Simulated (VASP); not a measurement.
# AlAs (F-43m) in VASP: further runs

Runs on AlAs. Level: LDA. Tasks: relaxation of cell and atoms, electrostatic potential.

All numbers are computed with VASP 6.6.1; they aren't measurements. Logs are shortened: lines on timing, memory, paths and dates and some standing lists are left out, and cuts for length are marked.

### Step 1. The crystal as given

It takes space group F-43m (No. 216, cubic). The conventional cell has a = 5.680 Å, b = 5.680 Å, c = 5.680 Å, α = 90.00°, β = 90.00°, γ = 90.00°. Around Al (site symmetry -43m) lie 4 As at 2.46 Å. As (site symmetry -43m) has 4 Al at 2.46 Å as nearest neighbours.

The cell was built by a generator and needn't be a form met in nature.

### Step 2. Relaxation of cell and atoms, LDA

Input file INCAR:

```
PREC     = Accurate       # precision mode
ENCUT    = 600            # plane-wave cutoff, eV
EDIFF    = 1E-7           # SCF threshold, eV
ISMEAR   = 0              # smearing method
SIGMA    = 0.02           # smearing width, eV
LREAL    = F              # projectors in reciprocal space
LASPH    = T              # aspherical terms in the spheres
NELM     = 120            # most SCF steps
ALGO     = Fast           # electronic algorithm
ISIF     = 3              # what is computed and relaxed
LWAVE    = F              # write WAVECAR
LCHARG   = F              # write CHGCAR
GGA      = CA             # functional
IBRION   = 2              # ionic algorithm
NSW      = 60             # ionic steps
EDIFFG   = -0.005         # ionic threshold
```

Input file KPOINTS:

```
Automatic mesh
0
Gamma
  10 10 10
```

Input file POSCAR:

```
AlAs
1.0
    0.0000000000      2.8400000000      2.8400000000
    2.8400000000      0.0000000000      2.8400000000
    2.8400000000      2.8400000000      0.0000000000
Al As
1 1
Direct
    0.0000000000      0.0000000000      0.0000000000
    0.2500000000      0.2500000000      0.2500000000
```

Potentials or basis: VASP PAW LDA potentials, release 64 (Al, As).

The run is started by

```bash
$ cat potpaw_LDA.64/Al/POTCAR potpaw_LDA.64/As/POTCAR > POTCAR
$ mpirun -np 1 vasp_std > vasp.out
```

OUTCAR:

```text
PREC = Accurate
   ENCUT = 600
   EDIFF = 1E-7
   ISMEAR = 0
   LREAL = F
   LASPH = T
   NELM = 120
   ISIF = 3
   GGA = CA
   IBRION = 2
   NSW = 60
   EDIFFG = -0.005

 ion  position               nearest neighbor table
   1  0.000  0.000  0.000-   2 2.46   2 2.46   2 2.46   2 2.46
   2  0.250  0.250  0.250-   1 2.46   1 2.46   1 2.46   1 2.46

  LATTYP: Found a face centered cubic cell.
 ALAT       =     5.6800000000

  Lattice vectors:

 A1 = (   0.0000000000,   2.8400000000,   2.8400000000)
 A2 = (   2.8400000000,   0.0000000000,   2.8400000000)
 A3 = (   2.8400000000,   2.8400000000,   0.0000000000)

Analysis of symmetry for initial positions (statically):
=====================================================================
 Subroutine PRICEL returns:
 Original cell was already a primitive cell.

 Routine SETGRP: Setting up the symmetry group for a
 face centered cubic supercell.

 Subroutine GETGRP returns: Found 24 space group operations
 (whereof 24 operations were pure point group operations)
 out of a pool of 48 trial point group operations.

The static configuration has the point symmetry T_d .

Analysis of symmetry for dynamics (positions and initial velocities):
=====================================================================
 Subroutine PRICEL returns:
 Original cell was already a primitive cell.

 Routine SETGRP: Setting up the symmetry group for a
 face centered cubic supercell.

 Subroutine GETGRP returns: Found 24 space group operations
 (whereof 24 operations were pure point group operations)
 out of a pool of 48 trial point group operations.

The dynamic configuration has the point symmetry T_d .

 Subroutine INISYM returns: Found 24 space group operations
 (whereof 24 operations are pure point group operations),
 and found     1 'primitive' translations

----------------------------------------------------------------------------------------

                                     Primitive cell

  volume of cell :      45.8126

  direct lattice vectors                    reciprocal lattice vectors
     0.000000000  2.840000000  2.840000000    -0.176056338  0.176056338  0.176056338
     2.840000000  0.000000000  2.840000000     0.176056338 -0.176056338  0.176056338
     2.840000000  2.840000000  0.000000000     0.176056338  0.176056338 -0.176056338

  length of vectors
     4.016366517  4.016366517  4.016366517     0.304938522  0.304938522  0.304938522

  position of ions in fractional coordinates (direct lattice)
     0.000000000  0.000000000  0.000000000
     0.250000000  0.250000000  0.250000000

  ion indices of the primitive-cell ions
   primitive index   ion index
                 1           1
                 2           2

----------------------------------------------------------------------------------------

 KPOINTS: Automatic mesh

Automatic generation of k-mesh.
 Grid dimensions read from file:
 generate k-points for:   10   10   10

 Generating k-lattice:

  Cartesian coordinates                     Fractional coordinates (reciprocal lattice)
    -0.017605634  0.017605634  0.017605634     0.100000000  0.000000000  0.000000000
     0.017605634 -0.017605634  0.017605634     0.000000000  0.100000000  0.000000000
     0.017605634  0.017605634 -0.017605634     0.000000000  0.000000000  0.100000000

  Length of vectors
     0.030493852  0.030493852  0.030493852

  Shift w.r.t. Gamma in fractional coordinates (k-lattice)
     0.000000000  0.000000000  0.000000000

 Subroutine IBZKPT returns following result:
 ===========================================

 Found     47 irreducible k-points:

 Following reciprocal coordinates:
            Coordinates               Weight
  0.000000  0.000000  0.000000      1.000000
  0.100000  0.000000  0.000000      8.000000
  0.200000  0.000000  0.000000      8.000000
  0.300000  0.000000  0.000000      8.000000
  0.400000  0.000000  0.000000      8.000000
  0.500000  0.000000  0.000000      4.000000
[... 16 lines left out ...]
  0.300000  0.300000  0.000000      6.000000
  0.400000  0.300000  0.000000     24.000000
 [... further k-points ...]
   k-points           NKPTS =     47   k-points in BZ     NKDIM =     47   number of bands    NBANDS=      8
   number of dos      NEDOS =    301   number of ions     NIONS =      2
   total plane-waves  NPLWV =  32768
   dimension x,y,z NGX =    32 NGY =   32 NGZ =   32
   dimension x,y,z NGXF=    64 NGYF=   64 NGZF=   64
   ions per type =               1   1
   NGX,Y,Z   is equivalent  to a cutoff of  13.25, 13.25, 13.25 a.u.
   NGXF,Y,Z  is equivalent  to a cutoff of  26.49, 26.49, 26.49 a.u.
 SYSTEM =  unknown system
   PREC   = accura    normal or accurate (medium, high low for compatibility)
   ISTART =      0    job   : 0-new  1-cont  2-samecut
   ICHARG =      2    charge: 1-file 2-atom 10-const
   ISPIN  =      1    spin polarized calculation?
   LNONCOLLINEAR =      F non collinear calculations
   LSORBIT =      F    spin-orbit coupling
   LASPH  =      T    aspherical Exc in radial PAW
   ENCUT  =  600.0 eV  44.10 Ry    6.64 a.u.   8.02  8.02  8.02*2*pi/ulx,y,z
   NELM   =    120;   NELMIN=  2; NELMDL= -5     # of ELM steps
   EDIFF  = 0.1E-06   stopping-criterion for ELM
   LREAL  =      F    real-space projection
   EDIFFG = -.5E-02   stopping-criterion for IOM
   NSW    =     60    number of steps for IOM
   IBRION =      2    ionic relax: 0-MD 1-quasi-New 2-CG
   NFREE  =      1    steps in history (QN), initial steepest desc. (CG)
   ISIF   =      3    stress and relaxation
   ISYM   =      2    0-nonsym 1-usesym 2-fastsym
   POTIM  = 0.5000    time-step for ionic-motion
   TEBEG  =    0.0;   TEEND  =   0.0 temperature during run
   PSTRESS=    0.0 pullay stress
   NELECT =       8.0000    total number of electrons
   NUPDOWN=      -1.0000    fix difference up-down
   EMIN   =  10.00;   EMAX   =-10.00  energy-range for DOS
   EFERMI =   0.00;   METHOD = LEGACY
   ISMEAR =     0;   SIGMA  =   0.02  broadening in eV -4-tet -1-fermi 0-gaus
   EFERMI_NEDOS =   21; number of points for ismear=-14 and -15
   IALGO  =     68    algorithm
   IMIX   =      4    mixing-type and parameters
     AMIX     =   0.40;   BMIX     =  1.00
     AMIX_MAG =   1.60;   BMIX_MAG =  1.00
  volume/ion in A,a.u.               =      22.91       154.58
  Fermi-wavevector in a.u.,A,eV,Ry     =   0.915046  1.729187 11.392295  0.837310
  Thomas-Fermi vector in A             =   2.039743
   LORBIT       =      0    0 simple, 1 ext, 2 COOP (PROOUT), +10 PAW based schemes
   GGA     = CA    functional components
   LHFCALC =     F    Hartree Fock is set to
   AEXX    =    0.0000 exact exchange contribution
   IVDW    =     0    specifies the selected vdW correction
   LEPSILON=     F    determine dielectric tensor
   LRPA    =     F    only Hartree local field effects (RPA)
 conjugate gradient relaxation of ions
 non-spin polarized calculation
 RMM-DIIS sequential band-by-band and
 Gauss-broadening in eV      SIGMA  =   0.02
  energy-cutoff  :      600.00
  volume of cell :       45.81
 maximum number of plane-waves:      1544
   NGX = 17   NGY = 17   NGZ = 17

--------------------------------------- Ionic step        1  -------------------------------------------

 number of electron       8.0000001 magnetization

 Free energy of the ion-electron system (eV)
  ---------------------------------------------------
  ext. energy  EPLUGINS =         0.00000000
  ---------------------------------------------------
  free energy    TOTEN  =       -10.51061166 eV

  energy without entropy =      -10.51061166  energy(sigma->0) =      -10.51061166

------------------------ aborting loop because EDIFF is reached ----------------------------------------

  FORCE on cell =-STRESS in cart. coord.  units (eV):
  Direction    XX          YY          ZZ          XY          YZ          ZX
  --------------------------------------------------------------------------------------
  -------------------------------------------------------------------------------------
  Total       -0.4618318     -0.4618318     -0.4618318     -0.0000000      0.0000000     -0.0000000
  in kB      -16.1513729    -16.1513729    -16.1513729     -0.0000000      0.0000000     -0.0000000
  external PRESSURE =     -16.1513729 kB  Pullay stress =       0.0000000 kB

 VOLUME and BASIS-vectors are now :
 -----------------------------------------------------------------------------
  energy-cutoff  :      600.00
  volume of cell :       45.81
      direct lattice vectors                 reciprocal lattice vectors
     0.000000000  2.840000000  2.840000000    -0.176056338  0.176056338  0.176056338
     2.840000000  0.000000000  2.840000000     0.176056338 -0.176056338  0.176056338
     2.840000000  2.840000000  0.000000000     0.176056338  0.176056338 -0.176056338
[... 37 lines left out ...]
 POSITION                                       TOTAL-FORCE (eV/Angst)
 -----------------------------------------------------------------------------------
      2.80836      5.61672      2.80836         0.000000     -0.000000      0.000000
      1.40418      1.40418      1.40418        -0.000000      0.000000     -0.000000
 -----------------------------------------------------------------------------------
    total drift:                               -0.000000     -0.000000      0.000000

  FREE ENERGIE OF THE ION-ELECTRON SYSTEM (eV)
  ---------------------------------------------------
  free  energy   TOTEN  =       -10.5144749617 eV

  energy  without entropy=      -10.5144749617  energy(sigma->0) =      -10.51447496

--------------------------------------- Ionic step        3  -------------------------------------------

 number of electron       8.0000000 magnetization

 Free energy of the ion-electron system (eV)
  ---------------------------------------------------
  ext. energy  EPLUGINS =         0.00000000
  ---------------------------------------------------
  free energy    TOTEN  =       -10.51581974 eV

  energy without entropy =      -10.51581974  energy(sigma->0) =      -10.51581974

 E-fermi :   4.0383     XC(G=0):  -9.3254

 val. band max:        3.8867060528   @ k =   0.0000   0.0000   0.0000
 cond. band min:       5.2055691935   @ k =   0.5000   0.5000   0.0000
 fundamental gap:      1.3188631408
 Fermi energy:         4.0382683153

 k-point     1 :       0.0000    0.0000    0.0000
  band No.  band energies     occupation
      1      -8.0761      2.00000
      2       3.8867      2.00000
      3       3.8867      2.00000
      4       3.8867      2.00000
      5       5.8672      0.00000
      6       8.1541      0.00000
      7       8.1541      0.00000
      8       8.1541      0.00000

 k-point     2 :       0.1000    0.0000    0.0000
  band No.  band energies     occupation
      1      -7.9763      2.00000
      2       2.8294      2.00000
      3       3.7776      2.00000
      4       3.7776      2.00000
      5       6.5202      0.00000
      6       8.3474      0.00000
      7       8.3474      0.00000
      8       8.3496      0.00000
[... 221 lines left out ...]
 k-point    23 :       0.3000    0.3000    0.0000
  band No.  band energies     occupation
      1      -6.9835      2.00000
      2      -0.0386      2.00000
      3       2.2320      2.00000
      4       2.2320      2.00000
      5       6.0071      0.00000
      6       7.1045      0.00000
      7      11.5047      0.00000
      8      11.5047      0.00000

 k-point    24 :       0.4000    0.3000    0.0000
  band No.  band energies     occupation
      1      -6.6336      2.00000
      2      -0.7055      2.00000
      3       1.7242      2.00000
      4       2.0523      2.00000
      5       5.9683      0.00000
      6       7.0697      0.00000
      7      11.4273      0.00000
      8      11.8738      0.00000

 [... further k-points ...]

------------------------ aborting loop because EDIFF is reached ----------------------------------------

  FORCE on cell =-STRESS in cart. coord.  units (eV):
  Direction    XX          YY          ZZ          XY          YZ          ZX
  --------------------------------------------------------------------------------------
  -------------------------------------------------------------------------------------
  Total        0.0002037      0.0002037      0.0002037      0.0000000     -0.0000000     -0.0000000
  in kB        0.0072851      0.0072851      0.0072851      0.0000000     -0.0000000     -0.0000000
  external PRESSURE =       0.0072851 kB  Pullay stress =       0.0000000 kB

 VOLUME and BASIS-vectors are now :
 -----------------------------------------------------------------------------
  energy-cutoff  :      600.00
  volume of cell :       44.80
      direct lattice vectors                 reciprocal lattice vectors
    -0.000000000  2.818899925  2.818899925    -0.177374158  0.177374158  0.177374158
     2.818899925  0.000000000  2.818899925     0.177374158 -0.177374158  0.177374158
     2.818899925  2.818899925 -0.000000000     0.177374158  0.177374158 -0.177374158

 POSITION                                       TOTAL-FORCE (eV/Angst)
 -----------------------------------------------------------------------------------
      0.00000      0.00000      0.00000        -0.000000     -0.000000     -0.000000
      1.40945      1.40945      1.40945         0.000000      0.000000      0.000000
 -----------------------------------------------------------------------------------
    total drift:                                0.000000      0.000000      0.000000

  FREE ENERGIE OF THE ION-ELECTRON SYSTEM (eV)
  ---------------------------------------------------
  free  energy   TOTEN  =       -10.5158197380 eV

  energy  without entropy=      -10.5158197380  energy(sigma->0) =      -10.51581974

 reached required accuracy - stopping structural energy minimisation
```

It took 18 s on 1 thread of Intel Xeon 6975P-C (Granite Rapids), shared host; peak memory 0.17 GiB.

Results:

```
Free energy                            : -10.5158 eV
Relaxed volume                         : 22.40 Å³/atom
Relaxed cell                           : a = 3.987 Å, b = 3.987 Å, c = 3.987 Å, α = 60.00°, β = 60.00°, γ = 60.00°
Space group after relaxing (to 0.05 Å) : F-43m (No. 216)
Energy gained by relaxing              : 2.6 meV/atom
Ionic steps                            : 3
Pressure after relaxing                : 0.0 GPa
Band gap on the k mesh                 : 1.32 eV, indirect (least direct gap 1.98 eV)
```

Step by step:
```tsv
step	energy change (eV)	largest force (eV/Å)	pressure (GPa)	volume (Å³)
1	0.0000	0.0000	-1.62	45.81
2	-0.0039	0.0000	0.87	44.30
3	-0.0052	0.0000	0.00	44.80
```

Final structure:
```cif
data_structure
_symmetry_space_group_name_H-M 'P 1'
_symmetry_Int_Tables_number 1
_cell_length_a 3.9865
_cell_length_b 3.9865
_cell_length_c 3.9865
_cell_angle_alpha 60.000
_cell_angle_beta 60.000
_cell_angle_gamma 60.000
_cell_volume 44.80
loop_
_atom_site_label
_atom_site_type_symbol
_atom_site_fract_x
_atom_site_fract_y
_atom_site_fract_z
_atom_site_occupancy
Al1 Al 0.00000 0.00000 0.00000 1
As1 As 0.25000 0.25000 0.25000 1
```

A k mesh can miss the band edges.

### Step 3. Electrostatic potential, LDA

This run uses another cell than the first one, of 22.40 Å³/atom, 0.978 times its volume.

Input file INCAR:

```
SYSTEM = AlAs
PREC = Accurate
ENCUT = 520
EDIFF = 1E-7
ISMEAR = 0
SIGMA = 0.02
LREAL = .False.
LASPH = .True.
NELM = 100
ALGO = Fast
ISIF = 2
LWAVE = .False.
LCHARG = .True.
GGA = CA
LVHAR = .True.
```

Input file KPOINTS:

```
Automatic mesh
0
Gamma
  10 10 10
  0 0 0
```

Input file POSCAR:

```
AlAs                                    
1.0
   -0.0000000000      2.8188999255      2.8188999255
    2.8188999255      0.0000000000      2.8188999255
    2.8188999255      2.8188999255     -0.0000000000
  Al              As            
     1     1
Direct
     0.0000000000000000    0.0000000000000000    0.0000000000000000
     0.2500000000000000    0.2500000000000000    0.2500000000000000
```

Potentials or basis: VASP PAW LDA potentials, release 64 (Al, As).

The run is started by

```bash
$ cat potpaw_LDA.64/Al/POTCAR potpaw_LDA.64/As/POTCAR > POTCAR
$ mpirun -np 1 vasp_std > vasp.out
```

Wall time 10 s (1 thread of Intel Xeon 6975P-C (Granite Rapids), shared host); peak memory 0.15 GiB.

It converged, with:

```yaml
Free_energy: -10.5157 eV
Pressure: 0.0 GPa
Band_gap_on_the_k_mesh: 1.32 eV, indirect (least direct gap 1.98 eV)
```

Levels at points of the mesh, in eV from the valence-band top:
| k point | band 1 | band 2 | band 3 | band 4 | band 5 | band 6 | band 7 | band 8 |
| --- | --- | --- | --- | --- | --- | --- | --- | --- |
| (0.00, 0.00, 0.00) | -11.96 | 0.00 | 0.00 | 0.00 | 1.98 | 4.27 | 4.27 | 4.27 |
| (0.50, 0.00, 0.00) | -10.52 | -5.65 | -0.83 | -0.83 | 2.07 | 4.65 | 4.65 | 7.61 |
| (0.50, 0.50, 0.00) | -9.96 | -5.49 | -2.20 | -2.20 | 1.32 | 2.20 | 10.30 | 10.30 |
